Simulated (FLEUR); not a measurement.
# Pb (P6_3/mmc) in FLEUR: a series of runs, part 2 of 2

FLEUR MaX-R8.1 (later development tree). The steps go on from the part before.

### Step 5. Equation of state, LDA, 29.31 Å³/atom

Input file inp.xml:

```xml
<?xml version="1.0" encoding="UTF-8" standalone="no"?>
<fleurInput fleurInputVersion="0.39">
   <comment>
      Pb                                                                                                  
   </comment>
   <calculationSetup>
      <cutoffs Kmax="4.1" Gmax="12.7" GmaxXC="12.7" numbands="0"/>
      <scfLoop itmax="60" minDistance="0.00001" maxIterBroyd="15" imix="Anderson" alpha="0.05" precondParam="0.0" spinf="2.0" sdNocoIR="T"/>
      <coreElectrons ctail="T" frcor="F" kcrel="0" coretail_lmax="0"/>
      <xcFunctional name="vwn" relativisticCorrections="F"/>
      <magnetism jspins="1"/>
      <soc l_soc="F" theta="0.0" phi="0.0" spav="F"/>
      <expertModes spex="0" secvar="F"/>
      <geometryOptimization l_f="F" forcealpha="1.0" forcemix="BFGS" epsdisp="0.00001" epsforce="0.00001"/>
      <ldaU l_linMix="F" mixParam="0.05" spinf="1.0"/>
   </calculationSetup>
   <cell>
      <bzIntegration valenceElectrons="40.0" mode="hist" fermiSmearingEnergy="0.00183747">
         <kPointListSelection listName="default-1"/>
         <!-- k-points included here -->
         <xi:include xmlns:xi="http://www.w3.org/2001/XInclude" href="kpts.xml"> </xi:include>
      </bzIntegration>
      <!-- symmetry operations included here -->
      <xi:include xmlns:xi="http://www.w3.org/2001/XInclude" href="sym.xml"> </xi:include>
      <bulkLattice scale="1.0000000000">
         <bravaisMatrix>
            <row-1>    6.5762469136079993     0.0000000000000000     0.0000000000000000</row-1>
            <row-2>   -3.2881234568039996     5.6951968888005178     0.0000000000000000</row-2>
            <row-3>    0.0000000000000000     0.0000000000000000    10.5635690365139983</row-3>
         </bravaisMatrix>
      </bulkLattice>
   </cell>
   <atomSpecies>
      <species name="Lead (Pb)" element="Pb" atomicNumber="82">
         <mtSphere radius="2.66" gridPoints="879" logIncrement="0.015"/>
         <atomicCutoffs lmax="10" lnonsphr="10"/>
         <electronConfig flipSpins="F">
            <coreConfig>(1s1/2) (2s1/2) (2p1/2) (2p3/2) (3s1/2) (3p1/2) (3p3/2) (4s1/2) (3d3/2) (3d5/2) (4p1/2) (4p3/2) (4d3/2) (4d5/2) (4f5/2) (4f7/2) (5s1/2)</coreConfig>
            <valenceConfig>(5p1/2) (5p3/2) (6s1/2) (5d3/2) (5d5/2) (6p1/2) (6p3/2)</valenceConfig>
            <stateOccupation state="(6p1/2)" spinUp="0.333333" spinDown="0.333333"/>
            <stateOccupation state="(6p3/2)" spinUp="0.666667" spinDown="0.666667"/>
         </electronConfig>
         <energyParameters s="6" p="6" d="5" f="5"/>
         <lo type="SCLO" l="1" n="5" eDeriv="0"/>
         <lo type="SCLO" l="1" n="5" eDeriv="1"/>
         <lo type="SCLO" l="0" n="6" eDeriv="2"/>
         <lo type="SCLO" l="2" n="5" eDeriv="2"/>
         <lo type="SCLO" l="3" n="5" eDeriv="2"/>
      </species>
   </atomSpecies>
   <atomGroups>
      <atomGroup species="Lead (Pb)">
         <relPos label="                   1">-1.000/3.000 1.000/3.000 -1.000/4.000</relPos>
         <relPos label="                   2">1.000/3.000 -1.000/3.000 1.000/4.000</relPos>
         <force calculate="T" relaxXYZ="TTT"/>
      </atomGroup>
   </atomGroups>
   <output dos="F" band="F" slice="F">
      <checks vchk="F" cdinf="F"/>
      <bandDOS minEnergy="-.5*Htr" maxEnergy="0.5*Htr" sigma="0.015" storeEVData="T"/>
      <vacuumDOS vacdos="F" integ="F" star="F" nstars="0" locx1="0.0" locy1="0.0" locx2="0.0" locy2="0.0" nstm="0" tworkf="0.0"/>
      <unfoldingBand unfoldBand="F" supercellX="1" supercellY="1" supercellZ="1"/>
      <plotting iplot="0" polar="F">
         <plot TwoD="T" vec1="  1.0  0.0  0.0" vec2="  0.0  1.0  0.0" vec3="  0.0  0.0  1.0" zero="  0.0  0.0  0.0" file="plot"/>
      </plotting>
      <chargeDensitySlicing numkpt="0" minEigenval="0.0" maxEigenval="0.0" nnne="0" pallst="F"/>
      <specialOutput eonly="F"/>
      <moessbauerParams electricFieldGradient="T" isomerShift="T" coreHyperfine="T" valenceHyperfine="T"/>
      <magneticCircularDichroism mcd="F" energyLo="-10.0" energyUp="0.0"/>
   </output>
  <!-- We include the file relax.xml here to enable relaxations (see documentation) -->
  <xi:include xmlns:xi="http://www.w3.org/2001/XInclude" href="relax.xml"> <xi:fallback/> </xi:include>
</fleurInput>
```

Started as:

```console
$ inpgen -f crystal.txt -profile fastHighL
$ # inp.xml edited to the form shown
$ fleur_MPI
```

Run time: 41 s. Hardware: 1 thread of Arm Neoverse V1, shared host; peak memory 0.09 GiB.

Results (log left out):

```
Free energy                                           : -1138363.7536 eV
Band gap on the k mesh                                : none (metal or under the smearing width)
Valence electrons inside the program's atomic spheres : Pb 18.05 (radii Pb 2.66 bohr)
```

### Step 6. Equation of state, LDA, 30.49 Å³/atom (volume scaled by 1.04)

inp.xml: that of step 5 with these lines changed.

```diff
@@ -24,3 +24,3 @@
       <xi:include xmlns:xi="http://www.w3.org/2001/XInclude" href="sym.xml"> </xi:include>
-      <bulkLattice scale="1.0000000000">
+      <bulkLattice scale="1.0131594038">
          <bravaisMatrix>
```

Potentials or basis: all-electron, FLAPW.

Started as:

```console
$ inpgen -f crystal.txt -profile fastHighL
$ # inp.xml edited to the form shown
$ fleur_MPI
```

Run time: 43 s. Hardware: 1 thread of Arm Neoverse V1, shared host; peak memory 0.09 GiB.

Results (log left out):

* Free energy: -1138363.7327 eV
* Band gap on the k mesh: none (metal or under the smearing width)
* Valence electrons inside the program's atomic spheres: Pb 18.03 (radii Pb 2.66 bohr)

### Step 7. Equation of state, LDA, 31.07 Å³/atom (volume scaled by 1.06)

inp.xml: that of step 6 with these lines changed.

```diff
@@ -24,3 +24,3 @@
       <xi:include xmlns:xi="http://www.w3.org/2001/XInclude" href="sym.xml"> </xi:include>
-      <bulkLattice scale="1.0131594038">
+      <bulkLattice scale="1.0196128224">
          <bravaisMatrix>
```

Started as:

```console
$ inpgen -f crystal.txt -profile fastHighL
$ # inp.xml edited to the form shown
$ fleur_MPI
```

It took 45 s on 1 thread of Arm Neoverse V1, shared host; peak memory 0.09 GiB.

The run converged. Its results:

* Free energy: -1138363.7140 eV
* Band gap on the k mesh: none (metal or under the smearing width)
* Valence electrons inside the program's atomic spheres: Pb 18.02 (radii Pb 2.66 bohr)

### Step 8. Equation of state, LDA

Potentials or basis: all-electron, FLAPW.

No new run: the results of the series are fitted here.

What came out:

```yaml
Equilibrium_volume: 28.98 Å³/atom
Bulk_modulus_at_fixed_shape_and_positions: 50 GPa
Pressure_derivative_of_the_bulk_modulus: "5.4 (rough: it moves with the points fitted)"
```

Energy against volume, from the lowest point:
```
volume (Å³/atom)  energy (meV/atom)
          27.555              11.57
          28.141               3.43
          29.314               0.00
          30.486              10.43
          31.073              19.82
```

Caveat: the cell was scaled at fixed shape and fractional positions, which overstates the stiffness of a crystal with free parameters, most of all of layers and chains.
